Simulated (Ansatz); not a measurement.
# Al2Cu: strain energy, fitted

Al2Cu, I4/mcm, a = 5.992 Å, c = 4.829 Å. The structure is a Materials Project entry; whether it is the stable form wasn't checked. Ansatz: PBEsol, PAW, 420 eV, Γ-centred 6×6×8 mesh on 12 atoms, Gaussian smearing 0.10 eV; no spin polarisation. Series: biaxial strain in the a-b plane, c and atoms relaxed; x is the strain in per cent. y is the free energy over the unstrained cell, V0 = 14.449 Å³/atom.

```tsv
x (%)	y (meV/atom)
-3.0	19.65
-2.0	9.58
-1.0	?
0.0	0.00
1.0	1.51
2.0	7.10
3.0	16.37
```

Question: Fit y = c2 x² + c3 x³ to the other rows, turn c2 into a modulus, and predict the missing energy.

Answer: Least squares on the rows shown. y = 2.0127 x² − 0.068622 x³. In eV per unit strain² c2 is 20.13; M is the biaxial modulus (E = M V0 ε²): 20.13 × 160.2 / (14.449) = 223 GPa. With a term in x⁴ added, the coefficient of x² becomes 2.104, 5 % more, which shows how far this figure hangs on the form. At x = -1.0 the fit asked for gives 2.08 meV/atom. The run gave 2.65 meV/atom, so the fit is 0.57 meV/atom too low, within twice the rms miss on the fitted rows (0.53 meV/atom).